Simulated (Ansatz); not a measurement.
Runs of Ansatz 0.2.0 on C. It takes space group P6_3/mmc (No. 194, hexagonal). The conventional cell has a = 2.522 Å, b = 2.522 Å, c = 8.237 Å, α = 90.00°, β = 90.00°, γ = 120.00°. C (site symmetry 3m) is surrounded by 4 C at 1.54 Å. C (site symmetry 3m) is surrounded by 4 C at 1.54 Å. This is a hexagonal form of diamond, not graphite.

```tsv
task	level	potentials or basis	cell	cutoff (eV)	points for each segment of the path	gap on the mesh (eV)	pressure (GPa)	V0 of scaled cells (Å³/atom)	B0 (GPa)	largest force (eV/Å)
band structure	BPBE	Ansatz PAW	as given	420	10	4.42	2.7	-	-	0.33
single point	PBE	Ansatz PAW	as given	500	-	4.42	2.3	-	-	0.33
equation of state	PBE	SSSP efficiency PAW	as given	612	-	-	-	5.71	434	-
relaxation of cell and atoms	PBEsol	Ansatz PAW	relaxed	420	-	(a)	0.0	-	-	-
equation of state	BLYP	Ansatz PAW	as given	420	-	-	-	5.83	(b)	-
```

Alike in all rows: no spin polarisation; k mesh 12 × 12 × 4; smearing fermi-dirac 0.05 eV.

Question: Fill in the values left out.

Answer: (a) 4.44; (b) 407.

Caveats: the PAW data sets come from PBE, with cores solved anew for the run's functional, which leaves a small shift of forces and pressure (some runs); the cell was scaled at fixed shape and fractional positions, which overstates the stiffness of a crystal with free parameters, most of all of layers and chains (some runs); the plane-wave basis is chosen anew once the cell has moved, so the energies of steps on either side of that aren't comparable (some runs); the potentials were made for another functional, which shifts forces and pressure (some runs).

A k mesh can miss the band edges.
